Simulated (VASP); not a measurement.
The system is CdS (Greenockite).

```
Cd S
1.0
     4.15000    0.00000    0.00000
    -2.07500    3.59401    0.00000
     0.00000    0.00000    6.73700
Cd S
2 2
Direct
  0.66667 0.33333 0.50000
  0.33333 0.66667 0.00000
  0.66667 0.33333 0.87500
  0.33333 0.66667 0.37500
```

Base run:

- Program: VASP 6.6.1
- Functional: LAK
- Potentials or basis: VASP PAW PBE potentials, release 64 (Cd, S)
- Cutoff: 520 eV
- k mesh: 7 × 7 × 4
- Occupations: fermi-dirac, width 0.05 eV
- Spin: no spin polarisation

Its results: band gap on the k mesh 2.01 eV, direct; pressure 3.9 GPa; largest force 0.070 eV/Å.

**Question.** After a change of settings the same cell gave: band gap on the k mesh 1.18 eV, direct; pressure 0.0 GPa; largest force 0.067 eV/Å. Which change was it?
A. functional from LAK to rSCAN; further incar settings from ALGO = Normal; EDIFF = 1e-07 to ALGO = Normal; EDIFF = 1e-07; NBANDS = 26
B. functional from LAK to r2SCAN
C. functional from LAK to BLYP
D. functional from LAK to AM05

**Answer.** D.

LAK gives the wider gap, since meta-GGAs in the generalised Kohn-Sham scheme recover part of the derivative discontinuity.

Caveats: the PAW data sets were made with another functional, which shifts forces and pressure a little.

Not every run made on this cell is shown here.
